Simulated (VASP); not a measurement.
TiSe2, 3 atoms in the cell. Symmetry: P-3m1, No. 164, trigonal system. Conventional cell: a = 3.484 Å, b = 3.484 Å, c = 5.857 Å, α = 90.00°, β = 90.00°, γ = 120.00°. Ti (site symmetry -3m) has 6 Se at 2.54 Å as nearest neighbours. Around Se (site symmetry 3m) lie 3 Ti at 2.54 Å. 

| Item | Value |
| --- | --- |
| Program | VASP 6.6.1 |
| Task | band structure |
| Functional | PBE |
| Potentials or basis | VASP PAW PBE potentials, release 64 (Ti_sv, Se) |
| Cutoff | 520 eV |
| k mesh | 12 × 12 × 6 |
| Occupations | methfessel-paxton, width 0.1 eV |
| Spin | spin-orbit coupling, no magnetisation |
| Further INCAR settings | ALGO = Normal; EDIFF = 1e-06; NBANDS = 37 |

Potentials or basis: VASP PAW PBE potentials, release 64 (Ti_sv, Se).

The run is started by

```sh
$ cat potpaw_PBE.64/Ti_sv/POTCAR potpaw_PBE.64/Se/POTCAR > POTCAR
$ mpirun -np 4 vasp_ncl > vasp.out
```

Hardware: 4 MPI ranks on Intel(R) Xeon(R) Platinum 8488C (Sapphire Rapids), on a shared host.

**Question.** How long does it take, and how much memory?

**Answer.** Run time: 5.7 min on 4 MPI ranks on Intel(R) Xeon(R) Platinum 8488C (Sapphire Rapids) (shared host), peak memory 0.75 GiB a rank. Counts: scf iterations 43, k points 100.
